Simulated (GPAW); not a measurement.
The system is Sn.

```xyz
1
Lattice="-1.7265 1.7755 2.3383 1.7265 -1.7755 2.3383 1.7265 1.7755 -2.3383" Properties=species:S:1:pos:R:3 pbc="T T T"
Sn    0.0000    0.0000    0.0000
```

This isn't the form of Sn at room conditions, which is tetragonal (white tin).

* Program: GPAW 26.7.0
* Task: relaxation of cell and atoms
* Functional: PBEsol
* Potentials or basis: PAW data sets generated in the run's folder for this functional
* Cutoff: 600 eV
* Basis: pw
* k mesh: 8 × 8 × 8
* Occupations: fermi-dirac, width 0.05 eV
* Spin: no spin polarisation

At the start: pressure -3.9 GPa; volume 28.67 Å³/atom.

**Question.** Where does the relaxation end?

**Answer.** Over 14 steps the energy falls by 46.6 meV/atom and the volume is 26.10 Å³/atom (-9.0 %); space group Immm (No. 71, to 0.05 Å).

Step by step:
```tsv
step	energy change (eV)	largest force (eV/Å)	pressure (GPa)	volume (Å³)
1	0.0000	0.0000	-3.93	28.67
2	-0.0180	0.0000	-2.72	27.82
3	-0.0328	0.0000	0.41	26.11
4	-0.0337	0.0000	0.13	26.22
5	-0.0365	0.0000	-0.54	26.47
6	-0.0370	0.0000	-0.23	26.32
7	-0.0374	0.0000	0.18	26.13
8	-0.0380	0.0000	0.49	25.99
9	0.0948	0.0000	10.71	22.55
10	-0.0415	0.0000	1.56	25.49
11	-0.0423	0.0000	1.76	25.37
12	-0.0447	0.0000	1.16	25.63
13	-0.0465	0.0000	0.21	26.02
14	-0.0466	0.0000	0.01	26.10
```

Final structure:
```xyz
1
Lattice="-1.7415 1.7661 2.1219 1.7415 -1.7661 2.1219 1.7415 1.7661 -2.1219" Properties=species:S:1:pos:R:3 pbc="T T T"
Sn    0.0000    0.0000    0.0000
```

Caveat: later steps reuse the first step's grids.
